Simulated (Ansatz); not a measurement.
Wires are cut from relaxed bulk InP (Fm-3m, not its usual structure, 20.34 Å³/atom, gap on the mesh 0.00 eV); atoms and period are relaxed, and energies count from that bulk.

Level of theory: DFT PBEsol, scalar-relativistic, plane waves, PAW (Ansatz).

Cutoff 420 eV, Gaussian smearing of 0.05 eV, energies at zero smearing, symmetry of each start kept, no spin polarisation.

```tsv
start	atoms	k mesh	excess energy (eV per host atom)	line energy (eV/Å)	period (Å)	gap on the mesh (eV)	highest filled level or Fermi level under vacuum (eV)
[001] wire, 10 host atoms a period	10	1×1×10	0.764	1.527	5.003	0	4.49
[001] wire, 12 host atoms a period	12	1×1×10	0.375	0.915	4.919	0	-
```

Each run keeps its start's symmetry and one magnetic start, so lower states can exist.

Cost: 2 runs of about 48 core-minutes in all, on AMD EPYC 7R43 (Zen 3) (shared hosts).